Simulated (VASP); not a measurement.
Si2Ni, 3 atoms in the cell. The structure is cubic, space group Fm-3m (No. 225). Conventional cell: a = 5.406 Å, b = 5.406 Å, c = 5.406 Å, α = 90.00°, β = 90.00°, γ = 90.00°. Ni (site symmetry m-3m) is surrounded by 8 Si at 2.34 Å. Around Si (site symmetry -43m) lie 4 Ni at 2.34 Å. 

```yaml
Program: VASP 6.6.1
Task: single point
Functional: LDA
Potentials_or_basis: VASP PAW LDA potentials, release 64 (Ni, Si)
Cutoff: 500 eV
k_mesh: 9 × 9 × 9
Occupations: gaussian, width 0.05 eV
Spin: collinear spin, ferromagnetic start
Starting_moments: "[1.0, 0.0, 0.0] μB"
Further_INCAR_settings: ALGO = Normal; EDIFF = 1.00e-07; NBANDS = 20
```

Potentials or basis: VASP PAW LDA potentials, release 64 (Ni, Si).

Launch:

```bash
$ python run.py
```

Hardware: 1 thread of Intel(R) Xeon(R) Platinum 8488C (Sapphire Rapids), on a shared host.

Q: Estimate the wall time of this run.

A: Wall time 42 s on 1 thread of Intel(R) Xeon(R) Platinum 8488C (Sapphire Rapids), on a shared host, peak memory 0.16 GiB. Counts: scf iterations 15, k points 35.
